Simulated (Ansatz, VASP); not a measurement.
## K in VASP and in Ansatz

```
CELL_PARAMETERS angstrom
-2.67945 2.67945 2.67945
2.67945 -2.67945 2.67945
2.67945 2.67945 -2.67945
ATOMIC_POSITIONS crystal
K 0.00000 0.00000 0.00000
```

Change from the starting cell: volume scaled by 0.98.

Alike in both runs: task single point; functional LDA; k mesh 7 × 7 × 7; occupations fermi-dirac, width 0.05 eV; no spin polarisation.

|  | VASP | Ansatz |
| --- | --- | --- |
| version | VASP 6.6.1 | Ansatz 0.2.0 |
| potentials or method | VASP PAW LDA potentials, release 64 (K_sv), cutoff 520 eV | all-electron LAPW, scalar-relativistic |

```tsv
	VASP	Ansatz	Ansatz less VASP
gap on the k mesh at the Fermi level (eV)	none	none	-
pressure (GPa)	-0.6	-0.6	+0.01
```

A gap of «none» marks a metal or a gap that the smearing closes. Ansatz ran all-electron here, so the differences hold the error of VASP's frozen core and of both bases.
